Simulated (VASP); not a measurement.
Crystal: MnF2.

```xyz
6
Lattice="4.8738 0.0000 0.0000 0.0000 4.8738 0.0000 0.0000 0.0000 3.3107" Properties=species:S:1:pos:R:3 pbc="T T T"
Mn    2.4369    2.4369    1.6554
Mn    0.0000    0.0000    0.0000
F     3.9249    0.9489    1.6554
F     3.3858    3.3858    0.0000
F     0.9489    3.9249    1.6554
F     1.4880    1.4880    0.0000
```

| Quantity | Value |
| --- | --- |
| Program | VASP 6.6.1 |
| Task | relaxation of cell and atoms |
| Functional | RPBE |
| Potentials or basis | VASP PAW PBE potentials, release 64 (Mn_pv, F) |
| Cutoff | 600 eV |
| k mesh | 5 × 5 × 6 |
| Occupations | fermi-dirac, width 0.05 eV |
| Spin | collinear spin, ferromagnetic start |
| Starting moments | [4.0, 4.0, 0.0, 0.0, 0.0, 0.0] μB |

At the start: pressure 7.9 GPa; volume 13.11 Å³/atom.

**Question.** Where does the relaxation end?

**Answer.** Over 7 steps the energy falls by 26.6 meV/atom and the volume is 14.31 Å³/atom (+9.2 %); space group P4_2/mnm (No. 136, to 0.05 Å); moment 10.00 μB per cell.

The path:
| step | energy change (eV) | largest force (eV/Å) | pressure (GPa) | volume (Å³) |
| --- | --- | --- | --- | --- |
| 1 | 0.0000 | 0.0784 | 7.88 | 78.64 |
| 2 | -0.1545 | 0.0364 | -0.66 | 86.21 |
| 3 | -0.1561 | 0.0278 | 0.05 | 85.42 |
| 4 | -0.1561 | 0.0293 | -0.07 | 85.56 |
| 5 | -0.1576 | 0.0225 | -0.08 | 85.64 |
| 6 | -0.1597 | 0.0027 | -0.09 | 85.87 |
| 7 | -0.1597 | 0.0026 | -0.08 | 85.88 |

Final structure:
```yaml
crystal:
  lattice:
    - [5.04320, 0.00000, 0.00000]
    - [0.00000, 5.04320, 0.00000]
    - [0.00000, 0.00000, 3.37643]
  atoms:
    - { symbol: Mn, position: [0.50000, 0.50000, 0.50000] }
    - { symbol: Mn, position: [0.00000, 0.00000, 0.00000] }
    - { symbol: F, position: [0.80555, 0.19445, 0.50000] }
    - { symbol: F, position: [0.69445, 0.69445, 0.00000] }
    - { symbol: F, position: [0.19445, 0.80555, 0.50000] }
    - { symbol: F, position: [0.30555, 0.30555, 0.00000] }
```

Caveat: the PAW data sets were made with another functional, which shifts forces and pressure a little; only a ferromagnetic start was run, and an antiferromagnetic order may lie lower in energy.
